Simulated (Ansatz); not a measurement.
AlN, 2 atoms in the cell. The structure is cubic, space group Fm-3m (No. 225). Conventional cell: a = 4.069 Å, b = 4.069 Å, c = 4.069 Å, α = 90.00°, β = 90.00°, γ = 90.00°. Al (site symmetry m-3m) has 6 N at 2.03 Å as nearest neighbours. N (site symmetry m-3m) is surrounded by 6 Al at 2.03 Å. Measurements of this composition are mostly on another form, of space group No. 186.

| Property | Result |
| --- | --- |
| Program | Ansatz 0.2.0 |
| Task | relaxation of cell and atoms |
| Functional | RPBE |
| Dispersion | D3(BJ) |
| Potentials or basis | Ansatz PAW |
| Cutoff | 420 eV (not typed: the program's choice for these potentials) |
| k mesh | 11 × 11 × 11 |
| Occupations | fermi-dirac, width 0.05 eV |
| Spin | no spin polarisation |

Potentials or basis: Ansatz PAW.

The run is started by

```bash
$ ansatz run input.yaml --threads 2 --pin off --max-ram 5632MiB --backend cpu --events-out ev --progress --plain --runs-dir out
```

Hardware: 2 threads of Arm Neoverse V1, with other jobs on the host.

Problem. Estimate the wall time of this run.

Solution. It took 3.7 s on 2 threads of Arm Neoverse V1, with other jobs on the host, peak memory 0.26 GiB. Counts: scf iterations 37, plane waves 307, k points 56, bands 8, ion steps 8.
